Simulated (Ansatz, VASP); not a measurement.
**One calculation of AlRu, two programs**

```
Al Ru
1.0
     2.97631    0.00000    0.00000
     0.00000    2.97631    0.00000
     0.00000    0.00000    2.97631
Al Ru
1 1
Direct
  0.00000 0.00000 0.00000
  0.50000 0.50000 0.50000
```

Alike in both runs: functional PBEsol; k mesh 14 × 14 × 14; occupations gaussian, width 0.1 eV; no spin polarisation.

Ansatz relaxed the structure, and its values are those at the end. VASP's run is a single point on that final structure, the one shown.

|  | VASP | Ansatz |
| --- | --- | --- |
| version | VASP 6.6.1 | Ansatz 0.2.0 |
| potentials or method | VASP PAW PBE potentials, release 64 (Al, Ru_pv) | scalar-relativistic, plane waves, PAW |
| plane-wave cutoff (eV) | 520 | 420 |
| valence electrons in the cell | 17 | 19 |

|  | VASP | Ansatz | Ansatz less VASP |
| --- | --- | --- | --- |
| gap on the k mesh at the Fermi level (eV) | none | none | - |
| pressure (GPa) | 0.0 | 0.0 | -0.03 |

A gap of «none» marks a metal or a gap that the smearing closes. The two sets of potentials don't hold the same shells in valence.

Caveats: the PAW data sets were made with another functional, which shifts forces and pressure a little (VASP).
